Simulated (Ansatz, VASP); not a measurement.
# Cu8Si (Si/Cu(100)): VASP beside Ansatz, part 3 of 3

One calculation is typed for both programs; each brings its own data sets. How far apart do they land? Of the first pair: The structure shown is the start of the Ansatz relaxation below; VASP solves that cell, so the two are compared at the walk's first step.

VASP 6.6.1 and Ansatz 0.2.0.

So far. Step 4 (Comparison): The forces differ by 10 meV/Å r.m.s., which is 3.8 % of the r.m.s. force of 0.264 eV/Å (both taken over all components). With vacuum in the cell, a pressure given here is an average over mostly empty space and none of the material.

## (7) Differences

What differs besides the data sets and the points named for the pairs above, as far as they apply: the data sets hold 312 valence electrons in Ansatz (on its default PAW (the set named soft_2) files) and 184 in VASP. Total energies have different zeros and are not compared.

Both answers:

```csv
quantity,Ansatz,VASP,difference
"work function, lower of the two faces (eV)",4.36,4.34,+0.02
"work function, higher of the two faces (eV)",4.81,4.81,0.00
```

Forces on 9 of the 18 atoms, those with the largest forces and the largest differences (eV/Å; atoms numbered as in POSCAR):

```csv
atom,"Ansatz x, y, z","VASP x, y, z"
Cu1,"0.000, 0.000, -0.067","0.000, 0.000, -0.094"
Cu5,"0.000, 0.000, -0.101","0.000, 0.000, -0.129"
Cu6,"0.000, 0.000, 0.084","0.000, 0.000, 0.089"
Cu9,"0.000, 0.000, -0.101","0.000, 0.000, -0.129"
Cu10,"0.000, 0.000, 0.084","0.000, 0.000, 0.089"
Cu13,"0.000, 0.000, -0.067","0.000, 0.000, -0.094"
Cu14,"0.000, 0.000, 0.084","0.000, 0.000, 0.089"
Si17,"0.000, 0.000, 0.007","0.000, 0.000, 0.039"
Si18,"0.000, 0.000, 0.007","0.000, 0.000, 0.039"
```

The forces differ by 10 meV/Å r.m.s., which is 25.4 % of the r.m.s. force of 0.040 eV/Å (both taken over all components). With vacuum in the cell, a pressure given here is an average over mostly empty space and none of the material.

## (8) Ansatz: relaxation, RPBE

The two programs are compared at the cell with which this relaxation starts, whose forces are those of its first step. This pair takes another cell of the material, with 17 atoms against 18 for the pair before.

The structure compared here is the start of the Ansatz relaxation; VASP solves that cell, so the two are compared at the walk's first step.

input.yaml

```yaml
crystal:
  lattice:
    - [5.1053109602, 0.0, 0.0]
    - [0.0, 5.1053109602, 0.0]
    - [0.0, 0.0, 25.3210422323]
  atoms:
    - { symbol: Cu, position: [0.25, 0.25, 0.3554356064] }
    - { symbol: Cu, position: [0.0, 0.0, 0.4267201919] }
    - { symbol: Cu, position: [0.25, 0.25, 0.5011190358] }
    - { symbol: Cu, position: [0.0, 0.0, 0.5733443578] }
    - { symbol: Cu, position: [0.25, 0.75, 0.3554356064] }
    - { symbol: Cu, position: [0.0, 0.5, 0.4267201919] }
    - { symbol: Cu, position: [0.25, 0.75, 0.5011190358] }
    - { symbol: Cu, position: [0.0, 0.5, 0.5733443578] }
    - { symbol: Cu, position: [0.75, 0.25, 0.3554356064] }
    - { symbol: Cu, position: [0.5, 0.0, 0.4267201919] }
    - { symbol: Cu, position: [0.75, 0.25, 0.5011190358] }
    - { symbol: Cu, position: [0.5, 0.0, 0.5733443578] }
    - { symbol: Cu, position: [0.75, 0.75, 0.3554356064] }
    - { symbol: Cu, position: [0.5, 0.5, 0.4267201919] }
    - { symbol: Cu, position: [0.75, 0.75, 0.5011190358] }
    - { symbol: Cu, position: [0.5, 0.5, 0.5733443578] }
    - { symbol: Si, position: [0.25, 0.25, 0.6445643936] }
kpoints:
  mp_grid: { grid: [6, 6, 1] }
hamiltonian:
  xc: rpbe
scf:
  occupations: { method: fermi_dirac, width: 0.1 }
  convergence: { dr2_threshold: 1.0e-08 }
efield:
  axis: 3
  dipole_correction: true
  ramp_position: 0.97
  ramp_width: 0.06
relax:
  f_tol: 0.02
  max_steps: 60
  constraints: [{ sites: [0, 1, 4, 5, 8, 9, 12, 13] }]
output:
  bader: true
  dos: { projected: true, e_range: [-8, 4] }
  write_potential: true
  write_density: true
  volumetric_format: npy
  elf: true
```

Run with:

```sh
ansatz run input.yaml --threads 4 --pin off --max-ram 12288MiB --backend cpu --events-out ev --progress --plain --runs-dir out
```

Numbers of over 12 decimals in the logs are rounded to 6 here.

The log of the run:

```text
[...]
Crystal: 17 atoms, lattice volume = 659.973 Å³
Basis set: ecut = 420 eV, 12877 PW (Γ), exchange–correlation on 72×72×360 points (8 copies of the dense FFT grid, shifted against one another)
Bands: 185, of which v1, the nominal top of the filled ones, is band 154 counted from 1 (153 counted from 0)
Symmetry: 8 space group operations
[...]
k-points: 10 of 36
[...]
- { symbol: Cu, position: [0.505794, 0.505794, 0.574976] }
    - { symbol: Si, position: [0.25, 0.25, 0.631040] }
--- Bader charges: 17 sites ---
  site symbol  charge [e]  shift [e]
     0     Cu     -0.0161     0.0002
     1     Cu      0.0217     0.0002
     2     Cu      0.0449     0.0001
     3     Cu     -0.0568     0.0014
     4     Cu     -0.0318     0.0002
     5     Cu      0.0217     0.0002
     6     Cu      0.0131     0.0001
     7     Cu     -0.0568     0.0014
[...]
13     Cu      0.0217     0.0002
    14     Cu     -0.0326     0.0002
    15     Cu     -0.0568     0.0014
    16     Si      0.1877     0.0055
  estimated error of the sums over rays = 4.3e-4 e
```

## (9) VASP: single point, RPBE, start cell, pair 3

The same cell, functional, mesh and smearing now go to VASP, with its own data sets.

INCAR

```
SYSTEM = Cu16Si
PREC = Accurate
ENCUT = 520
EDIFF = 1E-06
NELM = 120
ISMEAR = -1
SIGMA = 0.1
LREAL = .FALSE.
ALGO = Normal
GGA = RP
NBANDS = 111
LASPH = .TRUE.
LORBIT = 11
LWAVE = .FALSE.
LCHARG = .FALSE.
ISIF = 2
LDIPOL = .TRUE.
IDIPOL = 3
DIPOL = 0.5 0.5 0.474
LVHAR = .TRUE.
GGA_COMPAT = .FALSE.
NELMDL = -8
KPAR = 4
```

POSCAR

```
Cu16Si
1.0
    5.1053109602      0.0000000000      0.0000000000
    0.0000000000      5.1053109602      0.0000000000
    0.0000000000      0.0000000000     25.3210422323
Cu Si
16 1
Direct
    0.2500000509      0.2500000509      0.3554356064
    0.0000000979      0.0000000979      0.4267201919
    0.2500000509      0.2500000509      0.5011190252
    0.0000000979      0.0000000979      0.5733443697
    0.2500000509      0.7500000509      0.3554356064
    0.0000000979      0.5000000039      0.4267201919
    0.2500000509      0.7500000509      0.5011190252
    0.0000000979      0.5000000039      0.5733443697
    0.7500000509      0.2500000509      0.3554356064
    0.5000000039      0.0000000979      0.4267201919
    0.7500000509      0.2500000509      0.5011190252
    0.5000000039      0.0000000979      0.5733443697
    0.7500000509      0.7500000509      0.3554356064
    0.5000000039      0.5000000039      0.4267201919
    0.7500000509      0.7500000509      0.5011190252
    0.5000000039      0.5000000039      0.5733443697
    0.2500000509      0.2500000509      0.6445643844
```

KPOINTS

```
Automatic mesh
0
Gamma
6 6 1
0 0 0
```

Potentials, in the order of the species: Cu and Si (PBE family, release 64).

Run with:

```sh
mpirun -np 4 vasp_std
```

The log of the run:

```text
[banner, memory and clock lines left out]
running    4 mpi-ranks, on    1 nodes
[...]
[... a notice as in an earlier step ...]

 [... a notice as in an earlier step ...]

 LDA part: xc-table for (Slater+PW92), standard interpolation
 POSCAR, INCAR and KPOINTS ok, starting setup
[...]
entering main loop
       N       E                     dE             d eps       ncg     rms          rms(c)
DAV:   1     0.162176604569E+04    0.16218E+04   -0.74388E+04  2220   0.185E+03
DAV:   2     0.127457143851E+03   -0.14943E+04   -0.14419E+04  2220   0.413E+02
DAV:   3    -0.545134569883E+02   -0.18197E+03   -0.16904E+03  2313   0.197E+02
DAV:   4    -0.647340415851E+02   -0.10221E+02   -0.99284E+01  2624   0.596E+01
[...]
DAV:  33    -0.526887694464E+02   -0.14752E-05   -0.12019E-07  1482   0.258E-03    0.413E-04
DAV:  34    -0.526887711728E+02   -0.17265E-05   -0.75314E-08  1463   0.350E-03    0.313E-04
DAV:  35    -0.526887719246E+02   -0.75175E-06   -0.29966E-08  1428   0.163E-03
   1 F= -.52688772E+02 E0= -.52572797E+02  d E =-.231949E+00
```

From OUTCAR (step 9):

```text
  Total        0.1881187      0.1881187     -1.1594588      0.0000000     -0.0000000      0.0000000
  in kB        0.4566847      0.4566847     -2.8147507      0.0000000     -0.0000000      0.0000000
  external PRESSURE =      -0.6337938 kB  Pullay stress =       0.0000000 kB

 POSITION                                       TOTAL-FORCE (eV/Angst)
 -----------------------------------------------------------------------------------
      1.27633      1.27633      9.00000         0.000000     -0.000000     -0.110138
      0.00000      0.00000     10.80500         0.025085      0.025085      0.087516
      1.27633      1.27633     12.68886         0.000000      0.000000     -0.304506
      0.00000      0.00000     14.51768         0.105284      0.105284      0.558401
      1.27633      3.82898      9.00000         0.000000     -0.000000     -0.089052
      0.00000      2.55266     10.80500         0.025085     -0.025085      0.087516
      1.27633      3.82898     12.68886         0.000000     -0.000000     -0.100906
      0.00000      2.55266     14.51768         0.105284     -0.105284      0.558401
      3.82898      1.27633      9.00000         0.000000      0.000000     -0.089052
      2.55266      0.00000     10.80500        -0.025085      0.025085      0.087516
      3.82898      1.27633     12.68886         0.000000      0.000000     -0.100906
      2.55266      0.00000     14.51768        -0.105284      0.105284      0.558401
      3.82898      3.82898      9.00000         0.000000     -0.000000     -0.113944
      2.55266      2.55266     10.80500        -0.025085     -0.025085      0.087516
[...]
-----------------------------------------------------------------------------------
    total drift:                               -0.000000     -0.000000     -0.003825

  FREE ENERGIE OF THE ION-ELECTRON SYSTEM (eV)
  ---------------------------------------------------
  free  energy   TOTEN  =       -52.6887719246 eV

  energy  without entropy=      -52.4568227061  energy(sigma->0) =      -52.57279732

[... 1 part as in an earlier step ...]

[... 2 further parts left out ...]
[key lines of the parts left out:]
E-fermi :  -0.6536
```

## (10) Differences

What differs besides the data sets and the points named for the pairs above, as far as they apply: the data sets hold 308 valence electrons in Ansatz (on its default PAW (the set named soft_2) files) and 180 in VASP. Total energies have different zeros and are not compared.

Forces on 9 of the 17 atoms, those with the largest forces and the largest differences (eV/Å; atoms numbered as in POSCAR):

```csv
atom,"Ansatz x, y, z","VASP x, y, z"
Cu1,"0.000, 0.000, -0.083","0.000, 0.000, -0.110"
Cu3,"0.000, 0.000, -0.310","0.000, 0.000, -0.305"
Cu4,"0.108, 0.108, 0.542","0.105, 0.105, 0.558"
Cu8,"0.108, -0.108, 0.542","0.105, -0.105, 0.558"
Cu9,"0.000, 0.000, -0.062","0.000, 0.000, -0.089"
Cu12,"-0.108, 0.108, 0.542","-0.105, 0.105, 0.558"
Cu13,"0.000, 0.000, -0.090","0.000, 0.000, -0.114"
Cu16,"-0.108, -0.108, 0.542","-0.105, -0.105, 0.558"
Si17,"0.000, 0.000, -1.659","0.000, 0.000, -1.631"
```

The forces differ by 9.8 meV/Å r.m.s., which is 3.4 % of the r.m.s. force of 0.287 eV/Å (both taken over all components). With vacuum in the cell, a pressure given here is an average over mostly empty space and none of the material.

## (11) Outcome

```
r.m.s. force difference (single point, RPBE, start cell, pair 1)   : 3.8 % of the r.m.s. force
r.m.s. force difference (single point, RPBE, relaxed cell, pair 2) : 10 meV/Å
r.m.s. force difference (single point, RPBE, start cell, pair 3)   : 3.4 % of the r.m.s. force
```

In words: The r.m.s. force difference is 3.8 % of the r.m.s. force (single point, RPBE, start cell, pair 1), beyond the 3 % picked in this series as the mark of a large difference. The data sets hold unlike numbers of valence electrons (312 in Ansatz and 184 in VASP and 308 in Ansatz and 180 in VASP), so part of the differences comes from the potentials. 1 further run of this series is not shown here. How closely two codes agree says nothing of how well the functional describes the real material.

[Lines on the potential files, build, host, timing and source positions are cut from VASP's logs without a mark.]

[Logs are printed without paths, hosts, clocks, repeated set-up lines and the standing remarks that a program may print on its own settings, such as how far it seeks lower states.]

[Hosts, paths, dates, database ids (printed as entryN), source tags and the programs' standing remarks are cut or masked in the printed files.]
